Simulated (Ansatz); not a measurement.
**What a trial cell of Pb relaxes into**

All numbers below come from DFT PBE, scalar-relativistic, plane waves, PAW in Ansatz. Cutoff 420 eV, Γ-centred k mesh, Gaussian smearing, no spin polarisation in the final step.

The start puts Pb on the sites of a reported C cell (P6_3mc, No. 186), at a guessed volume.

```
Pb
1.0
     3.84515    0.00000    0.00000
    -1.92257    3.32999    0.00000
     0.00000    0.00000   10.57026
Pb
4
Direct
  0.00000 0.00000 0.00000
  0.00000 0.00000 0.50000
  0.33333 0.66667 0.00500
  0.66667 0.33333 0.50500
```

Cell and atoms relax at zero pressure; the relaxation can't lower the symmetry of the start. After a coarse first stage the cell is made exact in the group found at 0.06 Å.

Energies count from the standard state of Pb at the same level.

Q: What does it relax into?

A: It ends in P6_3/mmc (No. 194). Conventional cell: a = 4.988 Å, c = 6.704 Å. Pb on Wyckoff site a (2 atoms of the primitive cell) is coordinated by 8 Pb at 3.33–3.35 Å; around Pb on Wyckoff site d (2 atoms of the primitive cell) lie 6 Pb at 3.33 Å.

```xyz
4
Lattice="4.9884 0.0000 0.0000 -2.4942 4.3201 0.0000 0.0000 0.0000 6.7036" Properties=species:S:1:pos:R:3 pbc="T T T"
Pb    0.0000    0.0000    3.3518
Pb    0.0000    0.0000    0.0000
Pb    0.0000    2.8801    5.0277
Pb    2.4942    1.4400    1.6759
```

Q: What are its volume, energy, density and gap?

A: The volume per atom is 36.12 Å³. The density is 9.53 g/cm³, the energy over the standard structure is 0.14 eV/atom and the gap on the 12×12×8 mesh is 0 eV (a metal).

The final run used a 12×12×8 mesh on its 4-atom cell and 0.10 eV smearing. For metals, differences of a few meV/atom aren't resolved. Spin–orbit coupling is left out. Symmetry constrained the relaxation, so the result can be a saddle point.